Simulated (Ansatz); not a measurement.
## Molecular dynamics of C$_{2}$H$_{4}$O$_{2}$

The input (input.yaml):

```yaml
crystal:
  periodic: [false, false, false]
  atoms:
    - { symbol: H, position_ang: [-0.4798, -0.6824, -1.8297] }
    - { symbol: O, position_ang: [0.3145, 0.2871, -1.5565] }
    - { symbol: C, position_ang: [-0.1092, -0.1789, -0.4565] }
    - { symbol: C, position_ang: [0.2369, 0.3239, 0.8904] }
    - { symbol: O, position_ang: [-0.8968, -1.1391, -0.7058] }
    - { symbol: H, position_ang: [1.2719, 0.6547, 0.91] }
    - { symbol: H, position_ang: [-0.397, 1.1827, 1.1147] }
    - { symbol: H, position_ang: [0.0594, -0.4481, 1.6334] }
magnetization:
  spin_polarized: true
basis:
  gaussian: { orbitals: STO-3G }
hamiltonian:
  xc: cam_b3lyp
  dispersion: d4
md:
  timestep: 0.5
  n_steps: 150
  ensemble: nve
  temperature: 100.0
  initial_velocities: maxwell_boltzmann
  seed: 865
```

Run as:

```bash
$ ansatz run input.yaml --threads 1 --pin off --max-ram 2048MiB --backend cpu --events-out ev --progress --plain --runs-dir out
```

It starts from a rough guess of a transition structure, not a stationary point.

Output, in part (step lines, the closing report, with atoms numbered from 0):

```
md step     0: t =     0.00 fs  T =   100.0 K  F+E_penalty+E_count = -6145.58361609 eV  E_kin = 0.077556 eV  conserved = -6145.50606010 eV  (25 SCF iters)
md step     1: t =     0.50 fs  T =    97.7 K  F+E_penalty+E_count = -6145.58173562 eV  E_kin = 0.075789 eV  conserved = -6145.50594707 eV  (26 SCF iters)
md step     2: t =     1.00 fs  T =   100.3 K  F+E_penalty+E_count = -6145.58353833 eV  E_kin = 0.077820 eV  conserved = -6145.50571795 eV  (26 SCF iters)
md step     3: t =     1.50 fs  T =   112.0 K  F+E_penalty+E_count = -6145.59237905 eV  E_kin = 0.086859 eV  conserved = -6145.50551991 eV  (25 SCF iters)
md step     4: t =     2.00 fs  T =   136.3 K  F+E_penalty+E_count = -6145.61121008 eV  E_kin = 0.105741 eV  conserved = -6145.50546920 eV  (26 SCF iters)
md step     5: t =     2.50 fs  T =   174.3 K  F+E_penalty+E_count = -6145.64076083 eV  E_kin = 0.135158 eV  conserved = -6145.50560306 eV  (26 SCF iters)
md step     6: t =     3.00 fs  T =   223.1 K  F+E_penalty+E_count = -6145.67889813 eV  E_kin = 0.173016 eV  conserved = -6145.50588261 eV  (26 SCF iters)
md step     7: t =     3.50 fs  T =   277.1 K  F+E_penalty+E_count = -6145.72117251 eV  E_kin = 0.214945 eV  conserved = -6145.50622765 eV  (32 SCF iters)
[... lines left out ...]
Total energy: -6146.23659296 eV, -225.8700287227 hartree
Atom 0 at    -0.913537    -1.111830    -1.679864 Å, force    -0.352584    -0.440817    -2.891810 eV/Å
Atom 1 at     0.301722     0.309173    -1.587653 Å, force     3.770143     4.674305    -6.279964 eV/Å
Atom 2 at    -0.045107    -0.121006    -0.543119 Å, force     0.039285     0.294150     6.399610 eV/Å
Atom 3 at     0.226999     0.327504     0.983762 Å, force    -1.633351    -1.628707    -1.257906 eV/Å
Atom 4 at    -0.882485    -1.163040    -0.709732 Å, force    -2.737734    -3.423698     4.133525 eV/Å
Atom 5 at     1.278646     0.239677     1.282166 Å, force     0.037317     0.299230    -0.244817 eV/Å
Atom 6 at    -0.218416     1.324156     1.183975 Å, force     0.495916    -0.385245    -0.177958 eV/Å
Atom 7 at    -0.362326    -0.448257     1.518642 Å, force     0.381008     0.610782     0.319320 eV/Å
Dipole moment:    -0.051705    -0.025142     0.158365 e Å
```

The steps, from the saved trajectory:

```csv
time (fs),T (K),potential energy less start (eV),conserved less start (meV/atom)
0.0,100,0.000,0.00
2.5,174,-0.057,0.06
5.0,404,-0.237,-0.10
7.5,445,-0.267,0.08
10.0,671,-0.443,-0.03
12.5,962,-0.668,0.01
15.0,1392,-1.006,-0.51
17.5,965,-0.671,0.02
20.0,815,-0.556,-0.17
22.5,846,-0.577,0.13
25.0,1171,-0.833,-0.30
27.5,1105,-0.779,0.01
30.0,1259,-0.900,-0.20
32.5,1385,-0.999,-0.25
35.0,1338,-0.961,-0.05
37.5,1253,-0.896,-0.28
40.0,884,-0.607,0.09
42.5,733,-0.493,-0.22
45.0,625,-0.406,0.06
47.5,882,-0.610,-0.37
50.0,994,-0.695,-0.20
52.5,1111,-0.784,-0.07
55.0,1269,-0.908,-0.15
57.5,1282,-0.917,-0.03
60.0,1218,-0.870,-0.36
62.5,819,-0.556,0.12
65.0,893,-0.617,-0.25
67.5,1057,-0.742,0.02
70.0,1371,-0.988,-0.31
72.5,1122,-0.793,-0.05
75.0,940,-0.653,-0.14
```

All steps were run. The conserved energy stayed within 0.51 meV per atom of its start (net change -0.14 meV per atom), so the integration is sound. The system heated up, since it started high on the potential surface and ran downhill. A run of 0.075 ps of so small a system gives no equilibrium averages. The orbitals stay closed-shell, which can raise the energy where a bond breaks towards radicals; this wasn't checked here. Limits of this set-up: minimal basis.

The step under study would form H1–O5 and break H1–O2. These pairs go: H1–O5 1.28 → 0.97 Å, H1–O2 1.28 → 1.87 Å. In the last frame they stand as after the step (other bonds may differ from the relaxed reactants and products). It ends as one piece, C2H4O2. Pairs count as bonded within 1.25 times the sum of covalent radii (0.12 Å more for H–H).

Last frame:

```xyz
8
Properties=species:S:1:pos:R:3
H -0.913 -1.112 -1.680
O 0.302 0.309 -1.588
C -0.045 -0.121 -0.543
C 0.227 0.328 0.984
O -0.882 -1.163 -0.710
H 1.279 0.240 1.282
H -0.218 1.324 1.184
H -0.362 -0.448 1.519
```

The run took 4.6 min on 1 thread of Arm Neoverse V1, on a shared host, peak memory 0.1 GiB.
